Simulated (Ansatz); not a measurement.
Ag: hydrostatic pressure series

Computed with Ansatz 0.2.0, DFT PBEsol, scalar-relativistic, plane waves, PAW. (420 eV cutoff, 18×18×10 k-mesh, Gaussian smearing of 0.10 eV, no spin polarisation)

The relaxed crystal:

```yaml
crystal:
  lattice:
    - [2.86699, 0.00000, 0.00000]
    - [-1.43350, 2.48289, 0.00000]
    - [0.00000, 0.00000, 4.69083]
  atoms:
    - { symbol: Ag, position: [0.33333, 0.66667, 0.25000] }
    - { symbol: Ag, position: [0.66667, 0.33333, 0.75000] }
```

Cell and atoms are relaxed at each pressure within the symmetry of the start, at zero temperature, so transitions that lower the symmetry aren't seen. The k-mesh given is that at zero pressure and may differ at others. a, b and c are the lengths of the cell vectors above.

```csv
P (GPa),V (Å³/atom),V/V0,a (Å),b (Å),c (Å)
-1,16.84,1.009,2.875,2.875,4.705
0,16.70,1.000,2.867,2.867,4.691
1,16.56,0.992,2.859,2.859,4.678
4,16.19,0.969,2.838,2.838,4.642
12,15.39,0.922,2.791,2.791,4.564
25,14.48,0.867,2.735,2.735,4.471
50,13.32,0.798,2.660,2.660,4.349
90,12.17,0.729,2.580,2.580,4.222
```

**Question.** What bulk modulus and pressure derivative fit these points?

**Answer.** A third-order Birch–Murnaghan fit gives B0 = 118 GPa and B0' = 5.6.

This form isn't the element's structure at ambient conditions.